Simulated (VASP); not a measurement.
Wanted: the native input for a VASP 6.6.1 run.

| Item | Value |
| --- | --- |
| Task | band structure |
| Functional | RPBE |
| Potentials or basis | VASP PAW PBE potentials, release 64 (Pb_d, O) |
| Cutoff | 520 eV |
| k mesh | 6 × 6 × 8 |
| Occupations | fermi-dirac, width 0.05 eV |
| Spin | no spin polarisation |
| Further INCAR settings | ALGO = Normal; EDIFF = 1e-06; NBANDS = 35 |

The structure of PbO2 lies in POSCAR:

```
PbO2
1.0
    4.9949598700      0.0000000000      0.0000000000
    0.0000000000      4.9949598700      0.0000000000
    0.0000000000      0.0000000000      3.4090009600
Pb O
2 4
Direct
    0.5000000000      0.5000000000      0.5000000000
    0.0000000000      0.0000000000      0.0000000000
    0.6925710400      0.6925710400      0.0000000000
    0.8074289600      0.1925710400      0.5000000000
    0.1925710400      0.8074289600      0.5000000000
    0.3074289600      0.3074289600      0.0000000000
```

The cell is a database's computed one.

These files were run (other wordings do the same):

INCAR

```
SYSTEM = PbO2
PREC     = Accurate       ! precision mode
ENCUT    = 520            ! plane-wave cutoff, eV
EDIFF    = 1E-6           ! SCF threshold, eV
ISMEAR   = -1             ! smearing method
SIGMA    = 0.05           ! smearing width, eV
LREAL    = .FALSE.        ! projectors in reciprocal space
LASPH    = .TRUE.         ! aspherical terms in the spheres
NELM     = 60             ! most SCF steps
ALGO     = Normal         ! electronic algorithm
ISIF     = 2              ! what is computed and relaxed
LWAVE    = .FALSE.        ! write WAVECAR
LCHARG   = .FALSE.        ! write CHGCAR
GGA      = RP             ! functional
NBANDS   = 35             ! bands
```

KPOINTS

```
Automatic mesh
0
G
  6 6 8
  0 0 0
```

KPOINTS_OPT

```
path GXMGZRAZ,XR,MA
20
line-mode
reciprocal
 0.0000000000  0.0000000000  0.0000000000  G
 0.0000000000  0.5000000000  0.0000000000  X

 0.0000000000  0.5000000000  0.0000000000  X
 0.5000000000  0.5000000000  0.0000000000  M

 0.5000000000  0.5000000000  0.0000000000  M
 0.0000000000  0.0000000000  0.0000000000  G

 0.0000000000  0.0000000000  0.0000000000  G
 0.0000000000  0.0000000000  0.5000000000  Z

 0.0000000000  0.0000000000  0.5000000000  Z
 0.0000000000  0.5000000000  0.5000000000  R

 0.0000000000  0.5000000000  0.5000000000  R
 0.5000000000  0.5000000000  0.5000000000  A

 0.5000000000  0.5000000000  0.5000000000  A
 0.0000000000  0.0000000000  0.5000000000  Z

 0.0000000000  0.5000000000  0.0000000000  X
 0.0000000000  0.5000000000  0.5000000000  R

 0.5000000000  0.5000000000  0.0000000000  M
 0.5000000000  0.5000000000  0.5000000000  A
```

Potentials or basis: VASP PAW PBE potentials, release 64 (Pb_d, O).

Command:

```console
$ cat potpaw_PBE.64/Pb_d/POTCAR potpaw_PBE.64/O/POTCAR > POTCAR
$ mpirun -np 1 vasp_std > vasp.out
```

It gave:

```json
{
 "Pressure": "9.6 GPa",
 "Largest force": "0.074 eV/Å",
 "Band gap along the path": "none (metal or under the smearing width)"
}
```

Caveat: the PAW data sets were made with another functional, which shifts forces and pressure a little; spin-orbit coupling is left out, which moves the levels of the heavy elements.

Wall time 3.5 min on 1 thread of Intel(R) Xeon(R) Platinum 8488C (Sapphire Rapids), with other jobs on the host, peak memory 0.32 GiB.
